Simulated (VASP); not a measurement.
# HfB (Fm-3m) in VASP: a series of runs, part 2 of 2

VASP 6.6.1. Earlier steps stand in the parts before.

## Step 5: Relaxation of cell and atoms, optB88-vdW

Input file INCAR:

```
AGGAC = 0.0 ; ALGO = Normal
EDIFF = 1E-7 ; EDIFFG = -0.005
ENCUT = 600 ; GGA = BO
IBRION = 2 ; ISIF = 3
ISMEAR = -1 ; LASPH = T
LCHARG = F ; LREAL = F
LUSE_VDW = T ; LWAVE = F
NELM = 80 ; NSW = 40
PARAM1 = 0.1833333333 ; PARAM2 = 0.22
PREC = Accurate ; SIGMA = 0.05
```

Input file KPOINTS:

```
k-points
0
Gamma
  10 10 10
```

Input file POSCAR:

```
HfB
1.0
    0.0000000000      2.3100000000      2.3100000000
    2.3100000000      0.0000000000      2.3100000000
    2.3100000000      2.3100000000      0.0000000000
Hf B
1 1
Direct
    0.5000000000      0.5000000000      0.5000000000
    0.0000000000      0.0000000000      0.0000000000
```

Potentials or basis: VASP PAW PBE potentials, release 64 (Hf_pv, B).

On the command line:

```console
$ cat potpaw_PBE.64/Hf_pv/POTCAR potpaw_PBE.64/B/POTCAR > POTCAR
$ mpirun -np 1 vasp_std > vasp.out
```

OUTCAR:

```text
EDIFF = 1E-7
   EDIFFG = -0.005
   ENCUT = 600
   GGA = BO
   IBRION = 2
   ISIF = 3
   ISMEAR = -1
   LASPH = T
   LREAL = F
   NELM = 80
   NSW = 40
   PREC = Accurate

 ion  position               nearest neighbor table
   1  0.500  0.500  0.500-   2 2.31   2 2.31   2 2.31   2 2.31   2 2.31   2 2.31
   2  0.000  0.000  0.000-   1 2.31   1 2.31   1 2.31   1 2.31   1 2.31   1 2.31

  LATTYP: Found a face centered cubic cell.
 ALAT       =     4.6200000000

  Lattice vectors:

 A1 = (   0.0000000000,   2.3100000000,   2.3100000000)
 A2 = (   2.3100000000,   0.0000000000,   2.3100000000)
 A3 = (   2.3100000000,   2.3100000000,   0.0000000000)

Analysis of symmetry for initial positions (statically):
=====================================================================
 Subroutine PRICEL returns:
 Original cell was already a primitive cell.

[... 381 lines left out ...]
 Fermi energy:         4.1886080386

 k-point     1 :       0.0000    0.0000    0.0000
  band No.  band energies     occupation
      1     -24.9374      2.00000
      2     -24.9374      2.00000
      3     -24.9374      2.00000
      4      -4.8412      2.00000
      5       6.2380      0.00000
      6       6.2380      0.00000
      7       6.2380      0.00000
      8       7.7378      0.00000
      9       7.7378      0.00000
     10       7.7378      0.00000
[... 287 lines left out ...]
 k-point    24 :       0.4000    0.3000    0.0000
  band No.  band energies     occupation
      1     -25.2553      2.00000
      2     -25.0682      2.00000
      3     -25.0552      2.00000
      4      -2.2072      2.00000
      5       2.1376      2.00000
      6       3.6716      1.99994
      7       5.3262      0.00000
      8       6.0645      0.00000
      9       9.6093      0.00000
     10      10.9284      0.00000

 [... further k-points ...]

------------------------ aborting loop because EDIFF is reached ----------------------------------------

  FORCE on cell =-STRESS in cart. coord.  units (eV):
  Direction    XX          YY          ZZ          XY          YZ          ZX
  --------------------------------------------------------------------------------------
  -------------------------------------------------------------------------------------
  Total        0.0092403      0.0092403      0.0092403      0.0000000      0.0000000     -0.0000000
  in kB        0.5234471      0.5234471      0.5234471      0.0000000      0.0000000     -0.0000000
  external PRESSURE =       0.5234471 kB  Pullay stress =       0.0000000 kB
[... 21 lines left out ...]
  energy  without entropy=      -14.1744856117  energy(sigma->0) =      -14.18156241

Total vdW correction in eV:      1.4521239

 reached required accuracy - stopping structural energy minimisation
```

It took 5.7 min on 1 thread of Intel Xeon Platinum 8488C (Sapphire Rapids), shared host; peak memory 0.34 GiB.

Results:

```
Free energy                            : -14.1886 eV
Relaxed volume                         : 14.14 Å³/atom
Relaxed cell                           : a = 3.420 Å, b = 3.420 Å, c = 3.420 Å, α = 60.00°, β = 60.00°, γ = 60.00°
Space group after relaxing (to 0.05 Å) : Fm-3m (No. 225)
Energy gained by relaxing              : 156.6 meV/atom
Ionic steps                            : 17
Pressure after relaxing                : 0.1 GPa
Band gap on the k mesh                 : none (metal or under the smearing width)
```

Step by step:
| step | energy change (eV) | largest force (eV/Å) | pressure (GPa) | volume (Å³) |
| --- | --- | --- | --- | --- |
| 1 | 0.0000 | 0.0000 | 30.89 | 24.65 |
| 2 | 0.1652 | 0.0000 | -22.47 | 34.14 |
| 3 | -0.3128 | 0.0000 | -0.97 | 28.45 |
| 4 | -0.3132 | 0.0000 | -0.14 | 28.31 |
| 5 | -0.3132 | 0.0000 | 0.33 | 28.24 |
| 6 | -0.3132 | 0.0000 | 0.33 | 28.24 |
| 7 | -0.3132 | 0.0000 | 0.30 | 28.24 |
| 8 | -0.3132 | 0.0000 | 0.30 | 28.24 |
| 9 | -0.3132 | 0.0000 | 0.30 | 28.24 |
| 10 | -0.3132 | 0.0000 | 0.30 | 28.24 |
| 11 | -0.3132 | 0.0000 | 0.30 | 28.24 |
| 12 | -0.3132 | 0.0000 | 0.30 | 28.24 |
| 13 | -0.3132 | 0.0000 | 0.30 | 28.24 |
| 14 | -0.3132 | 0.0000 | 0.27 | 28.25 |
| 15 | -0.3132 | 0.0000 | 0.24 | 28.25 |
| 16 | -0.3132 | 0.0000 | 0.18 | 28.26 |
| 17 | -0.3133 | 0.0000 | 0.05 | 28.28 |

Final structure:
```yaml
crystal:
  lattice:
    - [0.00000, 2.41823, 2.41823]
    - [2.41823, 0.00000, 2.41823]
    - [2.41823, 2.41823, 0.00000]
  atoms:
    - { symbol: Hf, position: [0.50000, 0.50000, 0.50000] }
    - { symbol: B, position: [0.00000, 0.00000, 0.00000] }
```

Levels at points of the mesh, in eV from the Fermi level:
```tsv
k point	band 5	band 6	band 7	band 8	band 9	band 10
(0.00, 0.00, 0.00)	2.05	2.05	2.05	3.55	3.55	3.55
(0.50, 0.00, 0.00)	-4.44	-1.14	-1.14	5.56	5.56	6.39
(0.50, 0.50, 0.00)	-1.14	-0.70	1.96	1.96	5.32	6.65
```

Caveat: the PAW data sets were made with another functional, which shifts forces and pressure a little.

## Step 6: Relaxation of cell and atoms, vdW-DF-cx

Input file INCAR:

```
AGGAC = 0.0 ; ALGO = Normal
EDIFF = 1E-7 ; EDIFFG = -0.005
ENCUT = 600 ; GGA = CX
IBRION = 2 ; ISIF = 3
ISMEAR = -1 ; LASPH = T
LCHARG = F ; LREAL = F
LUSE_VDW = T ; LWAVE = F
NELM = 80 ; NSW = 40
PREC = Accurate ; SIGMA = 0.05
```

KPOINTS is that of step 5.

POSCAR is that of step 5.

Potentials or basis: VASP PAW PBE potentials, release 64 (Hf_pv, B).

On the command line:

```console
$ cat potpaw_PBE.64/Hf_pv/POTCAR potpaw_PBE.64/B/POTCAR > POTCAR
$ mpirun -np 1 vasp_std > vasp.out
```

It took 6.6 min on 1 thread of Intel Xeon Platinum 8488C (Sapphire Rapids), shared host; peak memory 0.34 GiB.

It converged, with:

* Free energy: -14.8515 eV
* Relaxed volume: 13.90 Å³/atom
* Relaxed cell: a = 3.400 Å, b = 3.400 Å, c = 3.400 Å, α = 60.00°, β = 60.00°, γ = 60.00°
* Space group after relaxing (to 0.05 Å): Fm-3m (No. 225)
* Energy gained by relaxing: 118.8 meV/atom
* Ionic steps: 17
* Pressure after relaxing: 0.0 GPa
* Band gap on the k mesh: none (metal or under the smearing width)

The path:
```tsv
step	energy change (eV)	largest force (eV/Å)	pressure (GPa)	volume (Å³)
1	0.0000	0.0000	26.80	24.65
2	0.1411	0.0000	-21.32	32.77
3	-0.2373	0.0000	-0.80	27.91
4	-0.2376	0.0000	-0.10	27.80
5	-0.2375	0.0000	0.32	27.74
6	-0.2375	0.0000	0.33	27.74
7	-0.2375	0.0000	0.29	27.74
8	-0.2375	0.0000	0.29	27.74
9	-0.2375	0.0000	0.29	27.74
10	-0.2376	0.0000	0.29	27.74
11	-0.2376	0.0000	0.29	27.74
12	-0.2376	0.0000	0.29	27.74
13	-0.2376	0.0000	0.27	27.74
14	-0.2376	0.0000	0.25	27.75
15	-0.2376	0.0000	0.21	27.75
16	-0.2376	0.0000	0.13	27.77
17	-0.2376	0.0000	-0.02	27.79
```

Final structure:
```xyz
2
Lattice="0.0000 2.4041 2.4041 2.4041 0.0000 2.4041 2.4041 2.4041 0.0000" Properties=species:S:1:pos:R:3 pbc="T T T"
Hf    2.4041    2.4041    2.4041
B     0.0000    0.0000    0.0000
```

Levels at points of the mesh, in eV from the Fermi level:
| k point | band 4 | band 5 | band 6 | band 7 | band 8 | band 9 | band 10 |
| --- | --- | --- | --- | --- | --- | --- | --- |
| (0.00, 0.00, 0.00) | -9.15 | 2.06 | 2.06 | 2.06 | 3.67 | 3.67 | 3.67 |
| (0.50, 0.00, 0.00) | -4.64 | -4.40 | -1.15 | -1.15 | 5.74 | 5.74 | 6.59 |
| (0.50, 0.50, 0.00) | -6.38 | -1.17 | -0.81 | 2.03 | 2.03 | 5.49 | 6.88 |

Caveat: the PAW data sets were made with another functional, which shifts forces and pressure a little.

## Step 7: For comparison

An earlier run on the cell as given: functional PBE; potentials or basis VASP PAW PBE potentials, release 64 (Hf_pv, B); cutoff 520 eV; k mesh 10 × 10 × 10; occupations fermi-dirac, width 0.05 eV; no spin polarisation.

- Pressure: 30.5 GPa
- Band gap on the k mesh: none (metal or under the smearing width)

## Step 8: Overview

| task | level | cell | cutoff (eV) | smearing | gap on the mesh (eV) | pressure (GPa) | relaxed volume (Å³/atom) |
| --- | --- | --- | --- | --- | --- | --- | --- |
| electron localisation function | PBEsol | as given | 520 | gaussian 0.02 eV | none | 24.0 | - |
| relaxation of cell and atoms | r2SCAN | relaxed | 600 | fermi-dirac 0.05 eV | none | 0.0 | 14.04 |
| relaxation of cell and atoms | SCAN | relaxed | 600 | fermi-dirac 0.05 eV | none | 0.0 | 13.81 |
| relaxation of cell and atoms | optB88-vdW | relaxed | 600 | fermi-dirac 0.05 eV | none | 0.1 | 14.14 |
| relaxation of cell and atoms | vdW-DF-cx | relaxed | 600 | fermi-dirac 0.05 eV | none | 0.0 | 13.90 |
| single point | PBE | as given | 520 | fermi-dirac 0.05 eV | none | 30.5 | - |

Alike in all rows: potentials or basis VASP PAW PBE potentials, release 64 (Hf_pv, B); no spin polarisation; k mesh 10 × 10 × 10.

Caveats: the PAW data sets were made with another functional, which shifts forces and pressure a little (some runs); so large a pressure means that the cell lies far from this level's equilibrium, or that cutoff or potentials fall short (some runs); the potentials were made for another functional, which shifts forces and pressure (some runs); a pressure of tens of GPa on the cell as given is suspect, and the run, the potentials or the cell itself is likely at fault (some runs).

Absolute energies hang on the potentials; compare differences alone.
